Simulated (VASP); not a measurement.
# BAs (F-43m) in VASP: further runs

The runs below take BAs through relaxation of cell and atoms, with PBEsol.

Everything below comes from runs of VASP 6.6.1. Logs are shortened: lines on timing, memory, paths and dates and some standing lists are left out, and cuts for length are marked.

### Step 1. The structure

The structure is cubic, space group F-43m (No. 216). The conventional cell has a = 4.777 Å, b = 4.777 Å, c = 4.777 Å, α = 90.00°, β = 90.00°, γ = 90.00°. Around B (site symmetry -43m) lie 4 As at 2.07 Å. As (site symmetry -43m) is surrounded by 4 B at 2.07 Å.

### Step 2. Relaxation of cell and atoms, PBEsol

INCAR reads:

```
SYSTEM = BAs
  ALGO = Normal
  EDIFF = 1E-6
  EDIFFG = -0.01
  ENCUT = 600
  GGA = PS
  IBRION = 2
  ISIF = 3
  ISMEAR = 0
  KPAR = 8
  LASPH = .TRUE.
  LCHARG = .FALSE.
  LREAL = .FALSE.
  LWAVE = .FALSE.
  NELM = 80
  NSW = 90
  PREC = Accurate
  SIGMA = 0.03
```

KPOINTS reads:

```
k-points
0
G
  10 10 10
  0 0 0
```

POSCAR reads:

```
BAs
1.0
    0.0000000000      2.3885000000      2.3885000000
    2.3885000000      0.0000000000      2.3885000000
    2.3885000000      2.3885000000      0.0000000000
B As
1 1
Direct
    0.0000000000      0.0000000000      0.0000000000
    0.2500000000      0.2500000000      0.2500000000
```

Potentials or basis: VASP PAW PBE potentials, release 64 (B, As).

Command:

```
$ cat potpaw_PBE.64/B/POTCAR potpaw_PBE.64/As/POTCAR > POTCAR
$ mpirun -np 8 vasp_std > vasp.out
```

OUTCAR:

```text
SYSTEM = BAs
   EDIFF = 1E-6
   EDIFFG = -0.01
   ENCUT = 600
   GGA = PS
   IBRION = 2
   ISIF = 3
   ISMEAR = 0
   LASPH = .TRUE.
   LREAL = .FALSE.
   NELM = 80
   NSW = 90
   PREC = Accurate

 ion  position               nearest neighbor table
   1  0.000  0.000  0.000-   2 2.07   2 2.07   2 2.07   2 2.07
   2  0.250  0.250  0.250-   1 2.07   1 2.07   1 2.07   1 2.07

  LATTYP: Found a face centered cubic cell.
 ALAT       =     4.7770000000

  Lattice vectors:

 A1 = (   0.0000000000,   2.3885000000,   2.3885000000)
 A2 = (   2.3885000000,   0.0000000000,   2.3885000000)
 A3 = (   2.3885000000,   2.3885000000,   0.0000000000)

Analysis of symmetry for initial positions (statically):
=====================================================================
 Subroutine PRICEL returns:
 Original cell was already a primitive cell.

 Routine SETGRP: Setting up the symmetry group for a
 face centered cubic supercell.

 Subroutine GETGRP returns: Found 24 space group operations
 (whereof 24 operations were pure point group operations)
 out of a pool of 48 trial point group operations.

The static configuration has the point symmetry T_d .

Analysis of symmetry for dynamics (positions and initial velocities):
=====================================================================
 Subroutine PRICEL returns:
 Original cell was already a primitive cell.

 Routine SETGRP: Setting up the symmetry group for a
 face centered cubic supercell.

 Subroutine GETGRP returns: Found 24 space group operations
 (whereof 24 operations were pure point group operations)
 out of a pool of 48 trial point group operations.

The dynamic configuration has the point symmetry T_d .

 Subroutine INISYM returns: Found 24 space group operations
 (whereof 24 operations are pure point group operations),
 and found     1 'primitive' translations

----------------------------------------------------------------------------------------

                                     Primitive cell

  volume of cell :      27.2525

  direct lattice vectors                    reciprocal lattice vectors
     0.000000000  2.388500000  2.388500000    -0.209336404  0.209336404  0.209336404
     2.388500000  0.000000000  2.388500000     0.209336404 -0.209336404  0.209336404
     2.388500000  2.388500000  0.000000000     0.209336404  0.209336404 -0.209336404

  length of vectors
     3.377849094  3.377849094  3.377849094     0.362581287  0.362581287  0.362581287

  position of ions in fractional coordinates (direct lattice)
     0.000000000  0.000000000  0.000000000
     0.250000000  0.250000000  0.250000000

  ion indices of the primitive-cell ions
   primitive index   ion index
                 1           1
                 2           2

----------------------------------------------------------------------------------------

 KPOINTS: k-points

Automatic generation of k-mesh.
 Grid dimensions read from file:
 generate k-points for:   10   10   10

 Generating k-lattice:

  Cartesian coordinates                     Fractional coordinates (reciprocal lattice)
    -0.020933640  0.020933640  0.020933640     0.100000000  0.000000000  0.000000000
     0.020933640 -0.020933640  0.020933640     0.000000000  0.100000000  0.000000000
     0.020933640  0.020933640 -0.020933640     0.000000000  0.000000000  0.100000000

  Length of vectors
     0.036258129  0.036258129  0.036258129

  Shift w.r.t. Gamma in fractional coordinates (k-lattice)
     0.000000000  0.000000000  0.000000000

 Subroutine IBZKPT returns following result:
 ===========================================

 Found     47 irreducible k-points:

 Following reciprocal coordinates:
            Coordinates               Weight
  0.000000  0.000000  0.000000      1.000000
  0.100000  0.000000  0.000000      8.000000
  0.200000  0.000000  0.000000      8.000000
  0.300000  0.000000  0.000000      8.000000
  0.400000  0.000000  0.000000      8.000000
  0.500000  0.000000  0.000000      4.000000
[... 16 lines left out ...]
  0.300000  0.300000  0.000000      6.000000
  0.400000  0.300000  0.000000     24.000000
 [... further k-points ...]
   k-points           NKPTS =     47   k-points in BZ     NKDIM =     47   number of bands    NBANDS=      8
   number of dos      NEDOS =    301   number of ions     NIONS =      2
   total plane-waves  NPLWV =  21952
   dimension x,y,z NGX =    28 NGY =   28 NGZ =   28
   dimension x,y,z NGXF=    56 NGYF=   56 NGZF=   56
   ions per type =               1   1
   NGX,Y,Z   is equivalent  to a cutoff of  13.78, 13.78, 13.78 a.u.
   NGXF,Y,Z  is equivalent  to a cutoff of  27.56, 27.56, 27.56 a.u.
 SYSTEM =  BAs
   PREC   = accura    normal or accurate (medium, high low for compatibility)
   ISTART =      0    job   : 0-new  1-cont  2-samecut
   ICHARG =      2    charge: 1-file 2-atom 10-const
   ISPIN  =      1    spin polarized calculation?
   LNONCOLLINEAR =      F non collinear calculations
   LSORBIT =      F    spin-orbit coupling
   LASPH  =      T    aspherical Exc in radial PAW
   ENCUT  =  600.0 eV  44.10 Ry    6.64 a.u.   6.75  6.75  6.75*2*pi/ulx,y,z
   NELM   =     80;   NELMIN=  2; NELMDL= -5     # of ELM steps
   EDIFF  = 0.1E-05   stopping-criterion for ELM
   LREAL  =      F    real-space projection
   EDIFFG = -.1E-01   stopping-criterion for IOM
   NSW    =     90    number of steps for IOM
   IBRION =      2    ionic relax: 0-MD 1-quasi-New 2-CG
   NFREE  =      1    steps in history (QN), initial steepest desc. (CG)
   ISIF   =      3    stress and relaxation
   ISYM   =      2    0-nonsym 1-usesym 2-fastsym
   POTIM  = 0.5000    time-step for ionic-motion
   TEBEG  =    0.0;   TEEND  =   0.0 temperature during run
   PSTRESS=    0.0 pullay stress
   NELECT =       8.0000    total number of electrons
   NUPDOWN=      -1.0000    fix difference up-down
   EMIN   =  10.00;   EMAX   =-10.00  energy-range for DOS
   EFERMI =   0.00;   METHOD = LEGACY
   ISMEAR =     0;   SIGMA  =   0.03  broadening in eV -4-tet -1-fermi 0-gaus
   EFERMI_NEDOS =   21; number of points for ismear=-14 and -15
   IALGO  =     38    algorithm
   IMIX   =      4    mixing-type and parameters
     AMIX     =   0.40;   BMIX     =  1.00
     AMIX_MAG =   1.60;   BMIX_MAG =  1.00
  volume/ion in A,a.u.               =      13.63        91.95
  Fermi-wavevector in a.u.,A,eV,Ry     =   1.088018  2.056057 16.106360  1.183784
  Thomas-Fermi vector in A             =   2.224191
   LORBIT       =      0    0 simple, 1 ext, 2 COOP (PROOUT), +10 PAW based schemes
   GGA     = PS    functional components
   LHFCALC =     F    Hartree Fock is set to
   AEXX    =    0.0000 exact exchange contribution
   IVDW    =     0    specifies the selected vdW correction
   LEPSILON=     F    determine dielectric tensor
   LRPA    =     F    only Hartree local field effects (RPA)
 conjugate gradient relaxation of ions
 non-spin polarized calculation
 Gauss-broadening in eV      SIGMA  =   0.03
  energy-cutoff  :      600.00
  volume of cell :       27.25
 maximum number of plane-waves:       941
   NGX = 13   NGY = 13   NGZ = 13

 number of electron       8.0000000 magnetization

 Free energy of the ion-electron system (eV)
  ---------------------------------------------------
  ext. energy  EPLUGINS =         0.00000000
  ---------------------------------------------------
  free energy    TOTEN  =       -12.20477750 eV

  energy without entropy =      -12.20477750  energy(sigma->0) =      -12.20477750

 E-fermi :   6.2573     XC(G=0): -10.7310

 val. band max:        6.0435011420   @ k =   0.0000   0.0000   0.0000
 cond. band min:       7.1198265839   @ k =   0.4000   0.4000   0.0000
 fundamental gap:      1.0763254419
 Fermi energy:         6.2572949500

 k-point     1 :       0.0000    0.0000    0.0000
  band No.  band energies     occupation
      1      -9.3931      2.00000
      2       6.0435      2.00000
      3       6.0435      2.00000
      4       6.0435      2.00000
      5       9.2834      0.00000
      6       9.2834      0.00000
      7       9.2834      0.00000
      8      10.7256      0.00000

 k-point     2 :       0.1000    0.0000    0.0000
  band No.  band energies     occupation
      1      -9.2285      2.00000
      2       4.6380      2.00000
      3       5.7388      2.00000
      4       5.7388      2.00000
      5       9.4290      0.00000
      6       9.6839      0.00000
      7       9.6839      0.00000
      8      11.5940      0.00000

 k-point     3 :       0.2000    0.0000    0.0000
  band No.  band energies     occupation
      1      -8.7430      2.00000
      2       2.2614      2.00000
      3       5.1608      2.00000
      4       5.1608      2.00000
      5       9.2120      0.00000
      6      10.4018      0.00000
      7      10.4018      0.00000
      8      13.1921      0.00000

 k-point     4 :       0.3000    0.0000    0.0000
  band No.  band energies     occupation
      1      -7.9725      2.00000
      2      -0.0391      2.00000
      3       4.6515      2.00000
      4       4.6515      2.00000
      5       8.9404      0.00000
      6      10.7957      0.00000
      7      10.7957      0.00000
      8      14.4120      0.00000

 k-point     5 :       0.4000    0.0000    0.0000
  band No.  band energies     occupation
      1      -7.0493      2.00000
      2      -1.9226      2.00000
      3       4.3252      2.00000
      4       4.3252      2.00000
      5       8.7592      0.00000
      6      10.8119      0.00000
      7      10.8119      0.00000
      8      14.7640      0.00000
[... 177 lines left out ...]
 k-point    22 :      -0.2000    0.2000    0.0000
  band No.  band energies     occupation
      1      -7.7085      2.00000
      2       0.5580      2.00000
      3       1.9319      2.00000
      4       4.7443      2.00000
      5       9.9359      0.00000
      6      11.1291      0.00000
      7      11.9919      0.00000
      8      12.9793      0.00000

 k-point    23 :       0.3000    0.3000    0.0000
  band No.  band energies     occupation
      1      -7.4729      2.00000
      2       0.8307      2.00000
      3       2.8321      2.00000
      4       2.8321      2.00000
      5       7.3519      0.00000
      6       9.5939      0.00000
      7      14.4727      0.00000
      8      14.4727      0.00000

 k-point    24 :       0.4000    0.3000    0.0000
  band No.  band energies     occupation
      1      -6.7432      2.00000
      2      -0.4168      2.00000
      3       2.0341      2.00000
      4       2.5345      2.00000
      5       7.6502      0.00000
      6       9.3358      0.00000
      7      14.8455      0.00000
      8      15.0845      0.00000

 [... further k-points ...]
[... 5 lines left out ...]
  --------------------------------------------------------------------------------------
  -------------------------------------------------------------------------------------
  Total        0.0088480      0.0088480      0.0088480     -0.0000000      0.0000000      0.0000000
  in kB        0.5201743      0.5201743      0.5201743     -0.0000000      0.0000000      0.0000000
  external PRESSURE =       0.5201743 kB  Pullay stress =       0.0000000 kB

 VOLUME and BASIS-vectors are now :
 -----------------------------------------------------------------------------
  energy-cutoff  :      600.00
  volume of cell :       27.25
      direct lattice vectors                 reciprocal lattice vectors
     0.000000000  2.388500000  2.388500000    -0.209336404  0.209336404  0.209336404
     2.388500000  0.000000000  2.388500000     0.209336404 -0.209336404  0.209336404
     2.388500000  2.388500000  0.000000000     0.209336404  0.209336404 -0.209336404

 POSITION                                       TOTAL-FORCE (eV/Angst)
 -----------------------------------------------------------------------------------
      0.00000      0.00000      0.00000        -0.000000      0.000000      0.000000
      1.19425      1.19425      1.19425         0.000000     -0.000000     -0.000000
 -----------------------------------------------------------------------------------
    total drift:                               -0.000000     -0.000000     -0.000000

  FREE ENERGIE OF THE ION-ELECTRON SYSTEM (eV)
  ---------------------------------------------------
  free  energy   TOTEN  =       -12.2047774986 eV

  energy  without entropy=      -12.2047774986  energy(sigma->0) =      -12.20477750

 reached required accuracy - stopping structural energy minimisation
```

Run time: 5.5 s. Hardware: 8 MPI ranks of Intel Xeon Platinum 8259CL at 2.50GHz (Skylake/Cascade Lake), shared host; peak memory 0.16 GiB.

What came out:

```yaml
Free_energy: -12.2048 eV
Pressure_after_relaxing: 0.1 GPa
Band_gap_on_the_k_mesh: 1.08 eV, indirect (least direct gap 3.24 eV)
```

Final structure:
```yaml
crystal:
  lattice:
    - [0.00000, 2.38850, 2.38850]
    - [2.38850, 0.00000, 2.38850]
    - [2.38850, 2.38850, 0.00000]
  atoms:
    - { symbol: B, position: [0.00000, 0.00000, 0.00000] }
    - { symbol: As, position: [0.25000, 0.25000, 0.25000] }
```

Levels at points of the mesh, in eV from the valence-band top:
```tsv
k point	band 1	band 2	band 3	band 4	band 5	band 6	band 7	band 8
(0.00, 0.00, 0.00)	-15.44	0.00	0.00	0.00	3.24	3.24	3.24	4.68
(0.50, 0.00, 0.00)	-12.55	-8.83	-1.83	-1.83	2.65	4.73	4.73	8.71
(0.50, 0.50, 0.00)	-11.24	-8.53	-4.11	-4.11	1.31	1.34	11.34	11.34
```

Caveat: the relaxation stopped at its first step, so nothing moved; the PAW data sets were made with another functional, which shifts forces and pressure a little.

(Continued in part 2 of 2.)
